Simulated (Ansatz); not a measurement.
**Density of states of InSe**

```cif
data_structure
_symmetry_space_group_name_H-M 'C2/m'
_symmetry_Int_Tables_number 12
_cell_length_a 11.6528
_cell_length_b 4.1093
_cell_length_c 5.0730
_cell_angle_alpha 90.000
_cell_angle_beta 109.858
_cell_angle_gamma 90.000
_cell_volume 228.47
loop_
_atom_site_label
_atom_site_type_symbol
_atom_site_symmetry_multiplicity
_atom_site_Wyckoff_symbol
_atom_site_fract_x
_atom_site_fract_y
_atom_site_fract_z
_atom_site_occupancy
In1 In 4 i 0.11180 0.00000 0.95316 1
Se1 Se 4 i 0.33907 0.00000 0.33104 1
```

The runs use the primitive cell with vectors (5.826, -2.055, 0.000), (5.826, 2.055, 0.000), (-1.723, 0.000, 4.771) Å, to which the k mesh refers.

The cell is the one relaxed in the Materials Project (mp-21405), not relaxed further here; entries there can be hypothetical.

Spin–orbit coupling is left out, though it moves levels of the heavy atoms by tenths of an eV or more.

All numbers below come from Ansatz 0.2.0, DFT, LDA, all-electron LAPW, scalar-relativistic.

The runs use a Γ-centred 7×7×6 k mesh, Fermi–Dirac smearing of 0.03 eV, basis error target 0.5 meV/atom, no spin polarisation.

**Question.** Which of the resolved shells contributes most in the top eV of the valence band?

**Answer.** Se 4p, with 74 % of all states there; In 5p follows with 19 %.

**Question.** Tabulate the density of states.

**Answer.** States per eV and cell, averaged over 0.4 eV, from -6.3 to 5.9 eV, with energies (bin centres) from the valence-band top; empty bins are left out. The partial columns, the largest 3 alone, are projections on Löwdin-orthogonalised atomic shells (those that the program's projection atoms carry: the occupied ones and, for some elements, an empty d or f shell; other empty shells have no column), summed over atoms of an element. Weights on diffuse s and p shells depend on that basis and aren't pure angular character.
| E (eV) | total | Se 4p | In 5p | In 5s |
| --- | --- | --- | --- | --- |
| -6.2 | 0.86 | 0.27 | 0.08 | 0.48 |
| -5.8 | 2.96 | 0.89 | 0.25 | 1.68 |
| -5.4 | 1.02 | 0.29 | 0.09 | 0.54 |
| -5.0 | 1.88 | 0.86 | 0.22 | 0.68 |
| -4.6 | 2.11 | 1.04 | 0.23 | 0.67 |
| -4.2 | 1.16 | 0.59 | 0.10 | 0.34 |
| -3.8 | 0.30 | 0.18 | 0.11 | 0.01 |
| -3.4 | 1.75 | 1.09 | 0.55 | 0.08 |
| -3.0 | 2.75 | 1.78 | 0.79 | 0.11 |
| -2.6 | 2.34 | 1.57 | 0.60 | 0.11 |
| -2.2 | 3.22 | 2.28 | 0.75 | 0.11 |
| -1.8 | 3.53 | 2.59 | 0.73 | 0.13 |
| -1.4 | 4.02 | 3.01 | 0.76 | 0.16 |
| -1.0 | 4.51 | 3.42 | 0.83 | 0.15 |
| -0.6 | 2.11 | 1.55 | 0.41 | 0.10 |
| -0.2 | 0.49 | 0.34 | 0.11 | 0.03 |
| 1.0 | 0.01 | 0.00 | 0.00 | 0.00 |
| 1.4 | 0.52 | 0.17 | 0.11 | 0.18 |
| 1.8 | 2.93 | 0.97 | 0.58 | 1.13 |
| 2.2 | 2.36 | 0.70 | 0.72 | 0.69 |
| 2.6 | 1.58 | 0.38 | 0.74 | 0.27 |
| 3.0 | 1.74 | 0.39 | 0.95 | 0.18 |
| 3.4 | 3.64 | 0.83 | 2.15 | 0.23 |
| 3.8 | 2.37 | 0.50 | 1.39 | 0.20 |
| 4.2 | 1.82 | 0.32 | 1.12 | 0.12 |
| 4.6 | 2.27 | 0.44 | 1.27 | 0.20 |
| 5.0 | 1.87 | 0.37 | 1.07 | 0.14 |
| 5.4 | 2.87 | 0.51 | 1.64 | 0.16 |
| 5.8 | 3.62 | 0.56 | 2.06 | 0.11 |
